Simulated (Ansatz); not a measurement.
**Al2Ru (I4/mmm), zone-centre modes**

Level of theory: DFT PBEsol, scalar-relativistic, plane waves, PAW (Ansatz 0.2.0). The runs took a 420 eV cutoff, a Γ-centred 22×22×22 mesh and Gaussian smearing (0.15 eV). No spin polarisation.

The undisturbed cell (relaxed at this level; it needn't be the usual structure):

```yaml
crystal:
  lattice:
    - [-1.56068, 1.56068, 4.21155]
    - [1.56068, -1.56068, 4.21155]
    - [1.56068, 1.56068, -4.21155]
  atoms:
    - { symbol: Al, position: [0.65908, 0.65908, 0.00000] }
    - { symbol: Al, position: [0.34092, 0.34092, 0.00000] }
    - { symbol: Ru, position: [0.00000, 0.00000, 0.00000] }
```

Harmonic modes by finite displacements of 0.02 Å, without the LO–TO term.

At this geometry, is the structure stable against these modes?

Yes: no mode is imaginary beyond 10 cm⁻¹, and only the three translations lie near zero.

List the wavenumbers in cm⁻¹.

0, 0, 0, 251, 262, 262, 331, 331, 447.

Cost: 1 run of about 5 core-minutes, on Intel Xeon Platinum 8488C (Sapphire Rapids) (shared hosts).